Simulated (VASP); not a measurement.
# Ge: relaxation of cell and atoms with PBE

Ge:

```
CELL_PARAMETERS angstrom
0.00000 2.82891 2.82891
2.82891 0.00000 2.82891
2.82891 2.82891 0.00000
ATOMIC_POSITIONS crystal
Ge 0.75000 0.75000 0.75000
Ge 0.50000 0.50000 0.50000
```

| Property | Result |
| --- | --- |
| Program | VASP 6.6.1 |
| Task | relaxation of cell and atoms |
| Functional | PBE |
| Potentials or basis | VASP PAW PBE potentials, release 54 (Ge_d) |
| Cutoff | 600 eV |
| k mesh | 8 × 8 × 8 |
| Occupations | fermi-dirac, width 0.05 eV |
| Spin | no spin polarisation |
| Further INCAR settings | ALGO = Normal; EDIFF = 1e-07; IBRION = 2; EDIFFG = -0.005; NSW = 40; ISIF = 3 |

```
Relaxed volume                         : 23.91 Å³/atom
Relaxed cell                           : a = 4.074 Å, b = 4.074 Å, c = 4.074 Å, α = 60.00°, β = 60.00°, γ = 60.00°
Space group after relaxing (to 0.05 Å) : Fd-3m (No. 227)
Energy gained by relaxing              : 13.6 meV/atom
Ionic steps                            : 3
Pressure after relaxing                : 0.0 GPa
Band gap on the k mesh                 : none (metal or under the smearing width)
```

Step by step:
| step | energy change (eV) | largest force (eV/Å) | pressure (GPa) | volume (Å³) |
| --- | --- | --- | --- | --- |
| 1 | 0.0000 | 0.0000 | 3.57 | 45.28 |
| 2 | -0.0246 | 0.0000 | -0.99 | 48.66 |
| 3 | -0.0273 | 0.0000 | -0.02 | 47.82 |

Final structure:
```
CELL_PARAMETERS angstrom
0.00000 2.88090 2.88090
2.88090 0.00000 2.88090
2.88090 2.88090 0.00000
ATOMIC_POSITIONS crystal
Ge 0.75000 0.75000 0.75000
Ge 0.50000 0.50000 0.50000
```

Levels at points of the mesh, in eV from the Fermi level:
```csv
k point,band 10,band 11,band 12,band 13,band 14,band 15,band 16,band 17,band 18
"(0.00, 0.00, 0.00)",-24.48,-12.33,-0.42,0.04,0.04,0.04,2.57,2.57,2.57
"(0.50, 0.00, 0.00)",-24.46,-10.37,-7.32,-1.29,-1.29,0.06,3.75,3.75,7.14
"(0.50, 0.50, 0.00)",-24.45,-8.65,-8.65,-2.85,-2.85,0.86,0.86,9.11,9.11
```

It took 37 s on 1 thread of Intel(R) Xeon(R) Platinum 8375C CPU @ 2.90GHz (Ice Lake) (shared host), peak memory 0.18 GiB.

The cell as given is a measured one (22.64 Å³/atom); PBE puts the equilibrium volume +5.6 % from it, thermal expansion not counted.

Caveat: this crystal is a semiconductor, whose small gap the functional closes, so the metal is an error of the method.
